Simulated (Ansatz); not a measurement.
# AlCo in Ansatz: convergence with k mesh

The system is AlCo.

```xyz
2
Lattice="2.8194 0.0000 0.0000 0.0000 2.8194 0.0000 0.0000 0.0000 2.8194" Properties=species:S:1:pos:R:3 pbc="T T T"
Co    1.4097    1.4097    1.4097
Al    0.0000    0.0000    0.0000
```

The cell is a database's computed one.

* Program: Ansatz 0.2.0
* Task: convergence study
* Functional: r2SCAN
* Potentials or basis: PseudoDojo standard (PBE files) with Ansatz NC
* Cutoff: 1306 eV (not typed: the program's choice for these potentials)
* k mesh: 3 × 3 × 3
* Occupations: gaussian, width 0.05 eV
* Spin: collinear spin, ferromagnetic start
* Starting moments: [2.0, 0.0] μB

These are the settings of the first run; the series varies k mesh, with any setting tied to it.

Hardware: 2 threads of Intel(R) Xeon(R) Processor @ 2.50GHz (Skylake/Cascade Lake), on a shared host.

Q: The values tried are 3 × 3 × 3, 4 × 4 × 4, 5 × 5 × 5, 7 × 7 × 7, 8 × 8 × 8, 11 × 11 × 11, 13 × 13 × 13, 15 × 15 × 15, loosest first. From which on does the absolute moment stay within 0.02 μB of the tightest run that finished?

A: From 11 × 11 × 11 on.

| k mesh | energy less the tightest run, at zero smearing (meV/atom) | pressure (GPa) | absolute moment (μB) | gap on the mesh (eV) | SCF cycles | CPU time (s) | peak memory (GiB) |
| --- | --- | --- | --- | --- | --- | --- | --- |
| 3 × 3 × 3 | -91.95 | -3.10 | 0.00 | 1.550 | 17 | 13 | 0.5 |
| 4 × 4 × 4 | 39.10 | 3.07 | 0.73 | 0.000 | 15 | 16 | 0.52 |
| 5 × 5 × 5 | -10.20 | -0.93 | 0.00 | 0.288 | 19 | 20 | 0.52 |
| 7 × 7 × 7 | -3.70 | -0.55 | 0.04 | 0.000 | 19 | 31 | 0.55 |
| 8 × 8 × 8 | 2.73 | -0.03 | 0.28 | 0.000 | 13 | 33 | 0.59 |
| 11 × 11 × 11 | 1.10 | -0.46 | 0.00 | 0.000 | 25 | 91 | 0.63 |
| 13 × 13 × 13 | -0.30 | -0.44 | 0.00 | 0.000 | 20 | 120 | 0.69 |
| 15 × 15 × 15 | 0.00 | -0.42 | 0.00 | 0.000 | 18 | 140 | 0.74 |

Against the tightest run, the energy stays within 1 meV/atom from 13 × 13 × 13 on; the pressure stays within 0.1 GPa from 11 × 11 × 11 on; the gap on the mesh stays within 0.01 eV from 7 × 7 × 7 on. Meshes of other sizes hit other points, so gaps and Fermi surfaces needn't settle smoothly. The tightest run that finished is the yardstick and may itself not be fully converged.

Caveat, for the tightest run too: the magnetic or orbital state may not be the lowest; the starting moments collapsed, and a magnetic state may lie lower; the potentials were made for another functional, which shifts forces and pressure; the starting moments weren't kept.
